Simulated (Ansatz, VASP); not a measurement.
Hf in VASP and in Ansatz

```xyz
6
Lattice="3.2404 0.0000 0.0000 -1.6202 2.8063 0.0000 0.0000 0.0000 32.5856" Properties=species:S:1:pos:R:3 pbc="T T T"
Hf    0.0000    1.8709    7.0000
Hf    1.6202    0.9354    9.2943
Hf    0.0000    1.8709   11.7828
Hf    1.6202    0.9354   14.1739
Hf    0.0000    1.8709   16.6252
Hf    1.6202    0.9354   18.9763
```

Alike in both runs: task single point; functional PBEsol; dispersion D3(BJ); k mesh 12 × 12 × 1; occupations methfessel-paxton of order 1, width 0.1 eV; no spin polarisation.

|  | VASP | Ansatz |
| --- | --- | --- |
| version | VASP 6.6.1 | Ansatz 0.2.0 |
| potentials or method | VASP PAW PBE potentials, release 64 (Hf_pv) | scalar-relativistic, plane waves, PAW |
| plane-wave cutoff (eV) | 520 | 420 |
| valence electrons in the cell | 60 | 156 |

VASP gave:

```
gap on the k mesh at the Fermi level (eV) : none
rms of the force components (eV/Å)        : 0.145
```

Problem. What did Ansatz give for the same quantities?

Solution. gap on the k mesh at the Fermi level (eV): none; rms of the force components (eV/Å): 0.135.

Atom by atom the forces differ by 0.016 eV/Å (rms over components). A gap of «none» marks a metal or a gap that the smearing closes. With one functional, cell and mesh, what is left measures potentials, basis and numerics. The two sets of potentials don't hold the same shells in valence. Ansatz warned: «pseudo_functional_mismatch».

Caveats: the PAW data sets were made with another functional, which shifts forces and pressure a little (VASP). Spin-orbit coupling is left out, which matters for the levels of Hf.
